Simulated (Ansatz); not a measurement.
System: rock-salt NaBr. Method: rVV10 (Ansatz, a first-principles code, plane waves, PAW).

Run with plane-wave cutoff 500 eV, 10×10×10 k mesh, gaussian smearing 0.02 eV, scalar-relativistic PAW data made under PBE.

Cell (relaxed at this level):

Space group Fm-3m (No. 225); a = b = c = 5.946 Å, α = β = γ = 90.00°

| atom | site | symmetry | x | y | z |
|---|---|---|---|---|---|
| Na | 4a | m-3m | 0.0000 | 0.0000 | 0.0000 |
| Br | 4b | m-3m | 0.5000 | 0.5000 | 0.5000 |
(The calculation used a cell of 2 atoms; values per cell refer to that cell.)

Problem. What does this level give for the band gap?

Solution. 
- band gap = 3.88 eV (on the SCF k mesh)

Measured, for comparison: band gap 7.1 eV (temperature not stated, not corrected to a static lattice; as tabulated in Aguado et al. (1998), arXiv:cond-mat/9809176).

Spin–orbit coupling is not included.

The computed numbers hold no vibrational or temperature effects.

The result took around 21 core-seconds (rough).
